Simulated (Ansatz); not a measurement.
**SiC2 (ordering on diamond) by several functionals**

All numbers come from Ansatz. No spin polarisation. The prototype was imposed, so other structures may be more stable.

SiC2, ordered on the diamond lattice (P3m1) with 6 atoms a cell, relaxed with r2SCAN. The symmetry is P3m1 (No. 156, trigonal); a = 2.930 Å, c = 7.175 Å in the conventional setting, 8.89 Å³ an atom. C has 3 C at 1.77 Å and 1 Si at 1.88 Å; C has 1 C at 1.54 Å and 3 Si at 1.83 Å; C has 4 Si at 1.82–1.87 Å; C has 4 C at 1.54–1.77 Å; Si has 4 C at 1.83–1.87 Å; Si has 4 C at 1.82–1.88 Å.

```
C Si
1.0
     2.93014    0.00000    0.00000
    -1.46507    2.53758    0.00000
     0.00000    0.00000    7.17548
C Si
4 2
Cartesian
  0.0000 0.0000 -0.1415
  1.4651 0.8459 4.9585
  0.0000 1.6917 2.4060
  1.4651 0.8459 6.4989
  0.0000 1.6917 4.2717
  0.0000 0.0000 1.7390
```

Relaxed lattice by functional, symmetry kept:
```json
{"functional": "PBE", "k mesh": "12×12×4", "a (Å)": "2.941", "c (Å)": "7.213", "volume (Å³/atom)": "9.01"}
{"functional": "r2SCAN", "k mesh": "12×12×4", "a (Å)": "2.930", "c (Å)": "7.175", "volume (Å³/atom)": "8.89"}
```

On this one geometry the levels give:
```tsv
level	k mesh	gap (eV)	kind	edges	least direct gap (eV)	rough cost
PBE	12×12×4	1.33	indirect	Γ → M	3.04	14 core-seconds
r2SCAN	12×12×4	1.63	indirect	Γ → M	3.19	24 core-seconds
HSE06	6×6×2	2.20	indirect	Γ → M	4.18	90 core-seconds
PBE0	6×6×2	2.92	indirect	Γ → M	4.92	90 core-seconds
```
PBE: smearing of 0.02 eV; the others have fixed occupations.
Wave cutoffs: 420 eV, 500 eV (r2SCAN).
Costs come from shared machines and give only the order; PBE's includes the band path. The runs had 4 threads of Arm Neoverse V1, with other jobs on the host.

The HSE06 gap is indirect, 2.20 eV (Γ to M), below the direct gap of 4.18 eV at Γ.

r2SCAN covers 35 % of the step from PBE to HSE06, while HSE06 needs about 4 times r2SCAN's rough cost (on a coarser mesh). Among these functionals the gap stays indirect.

r2SCAN (ground state on 9×9×4): The electronic dielectric tensor ε∞ is 6.83 along x and y, 6.53 along z. Born charges, averaged over directions: C -2.76 to +0.66, Si +2.67 to +2.71 e.
